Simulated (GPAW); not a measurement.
A run of GPAW 26.7.0 is set up as follows.

File run.py:

```python
import numpy as np
import spglib
from ase import Atoms
from ase.dft.bandgap import bandgap
from ase.io import read, write
from gpaw import GPAW, PW
from gpaw.spinorbit import soc_eigenstates

atoms = read('HgTe.cif')
cell, positions, numbers = spglib.find_primitive(
    (atoms.cell[:], atoms.get_scaled_positions(), atoms.numbers), symprec=1e-4)
atoms = Atoms(numbers, cell=cell, scaled_positions=positions, pbc=True)

calc = GPAW(mode=PW(600),
            xc={'name': 'optB88-vdW', 'backend': 'libvdwxc'},
            kpts={'size': (6, 6, 6), 'gamma': True},
            occupations={'name': 'fermi-dirac', 'width': 0.05},
            nbands=18,
            convergence={'density': 1e-05, 'energy': 1e-05},
            maxiter=150,
            legacy_gpaw=True,
            txt='gpaw.txt')
atoms.calc = calc
energy = atoms.get_potential_energy()
forces = atoms.get_forces()
calc.write('gs.gpw')
write('result.traj', atoms)
print(f'Energy: {energy:.6f} eV')
print('Forces (eV/A):')
print(forces.round(4))
print('Fermi level:', round(calc.get_fermi_level(), 4), 'eV')
print(f'Gap: {bandgap(calc)[0]:.4f} eV, direct: {bandgap(calc, direct=True)[0]:.4f} eV')

path = atoms.cell.bandpath('GXWKGLUWLK,UX', npoints=60, eps=1e-4)
bs_calc = calc.fixed_density(kpts=path, symmetry='off', nbands=31,
                             convergence={'bands': 'CBM+6.0', 'eigenstates': 1e-6}, txt='bands.txt')
bs = bs_calc.band_structure()
bs.write('bs.json')
print(f'Gap on the path: {bandgap(bs_calc)[0]:.4f} eV')

soc = soc_eigenstates(bs_calc, theta=90, phi=0)
np.savetxt('soc_bands.dat', soc.eigenvalues(), fmt='%.4f')
mesh = soc_eigenstates('gs.gpw', theta=90, phi=0)
np.savetxt('soc_mesh.dat', mesh.eigenvalues(), fmt='%.4f')
print('Fermi level with spin-orbit coupling:', round(mesh.fermi_level, 4), 'eV')
```

The input HgTe.cif:

```cif
data_HgTe
_cell_length_a 6.42900000
_cell_length_b 6.42900000
_cell_length_c 6.42900000
_cell_angle_alpha 90.00000000
_cell_angle_beta 90.00000000
_cell_angle_gamma 90.00000000
_space_group_name_H-M_alt 'F-43m'
_space_group_name_Hall 'F -4 2 3'
_space_group_IT_number 216
loop_
_space_group_symop_operation_xyz
'x,y,z'
'y,-x,-z'
'-x,-y,z'
'-y,x,-z'
'x,-y,-z'
'y,x,z'
'-x,y,-z'
'-y,-x,z'
'z,x,y'
'-z,y,-x'
'z,-x,-y'
'-z,-y,x'
'-z,x,-y'
'z,y,x'
'-z,-x,y'
'z,-y,-x'
'y,z,x'
'-x,-z,y'
'-y,z,-x'
'x,-z,-y'
'-y,-z,x'
'x,z,y'
'y,-z,-x'
'-x,z,-y'
'x,y+1/2,z+1/2'
'y,-x+1/2,-z+1/2'
'-x,-y+1/2,z+1/2'
'-y,x+1/2,-z+1/2'
'x,-y+1/2,-z+1/2'
'y,x+1/2,z+1/2'
'-x,y+1/2,-z+1/2'
'-y,-x+1/2,z+1/2'
'z,x+1/2,y+1/2'
'-z,y+1/2,-x+1/2'
'z,-x+1/2,-y+1/2'
'-z,-y+1/2,x+1/2'
'-z,x+1/2,-y+1/2'
'z,y+1/2,x+1/2'
'-z,-x+1/2,y+1/2'
'z,-y+1/2,-x+1/2'
'y,z+1/2,x+1/2'
'-x,-z+1/2,y+1/2'
'-y,z+1/2,-x+1/2'
'x,-z+1/2,-y+1/2'
'-y,-z+1/2,x+1/2'
'x,z+1/2,y+1/2'
'y,-z+1/2,-x+1/2'
'-x,z+1/2,-y+1/2'
'x+1/2,y,z+1/2'
'y+1/2,-x,-z+1/2'
'-x+1/2,-y,z+1/2'
'-y+1/2,x,-z+1/2'
'x+1/2,-y,-z+1/2'
'y+1/2,x,z+1/2'
'-x+1/2,y,-z+1/2'
'-y+1/2,-x,z+1/2'
'z+1/2,x,y+1/2'
'-z+1/2,y,-x+1/2'
'z+1/2,-x,-y+1/2'
'-z+1/2,-y,x+1/2'
'-z+1/2,x,-y+1/2'
'z+1/2,y,x+1/2'
'-z+1/2,-x,y+1/2'
'z+1/2,-y,-x+1/2'
'y+1/2,z,x+1/2'
'-x+1/2,-z,y+1/2'
'-y+1/2,z,-x+1/2'
'x+1/2,-z,-y+1/2'
'-y+1/2,-z,x+1/2'
'x+1/2,z,y+1/2'
'y+1/2,-z,-x+1/2'
'-x+1/2,z,-y+1/2'
'x+1/2,y+1/2,z'
'y+1/2,-x+1/2,-z'
'-x+1/2,-y+1/2,z'
'-y+1/2,x+1/2,-z'
'x+1/2,-y+1/2,-z'
'y+1/2,x+1/2,z'
'-x+1/2,y+1/2,-z'
'-y+1/2,-x+1/2,z'
'z+1/2,x+1/2,y'
'-z+1/2,y+1/2,-x'
'z+1/2,-x+1/2,-y'
'-z+1/2,-y+1/2,x'
'-z+1/2,x+1/2,-y'
'z+1/2,y+1/2,x'
'-z+1/2,-x+1/2,y'
'z+1/2,-y+1/2,-x'
'y+1/2,z+1/2,x'
'-x+1/2,-z+1/2,y'
'-y+1/2,z+1/2,-x'
'x+1/2,-z+1/2,-y'
'-y+1/2,-z+1/2,x'
'x+1/2,z+1/2,y'
'y+1/2,-z+1/2,-x'
'-x+1/2,z+1/2,-y'
loop_
_atom_site_label
_atom_site_type_symbol
_atom_site_symmetry_multiplicity
_atom_site_Wyckoff_symbol
_atom_site_fract_x
_atom_site_fract_y
_atom_site_fract_z
_atom_site_occupancy
Hg1 Hg 4 a 0.0000000000 0.0000000000 0.0000000000 1
Te1 Te 4 c 0.2500000000 0.2500000000 0.2500000000 1
```

Potentials or basis: GPAW PAW data sets (gpaw-data 1.2.1), pw.

The run is started by

```console
$ OMP_NUM_THREADS=1 python run.py
```

(1) Estimate the band gap along the path.

Results:

(1) none (metal or under the smearing width).

Caveat: spin-orbit coupling was added after a scalar SCF, so levels and gaps hold it while energy, forces, pressure and moments don't; this program's spin-orbit splittings come out too wide for heavy elements; the PAW data sets were made with another functional, which shifts forces and pressure a little.
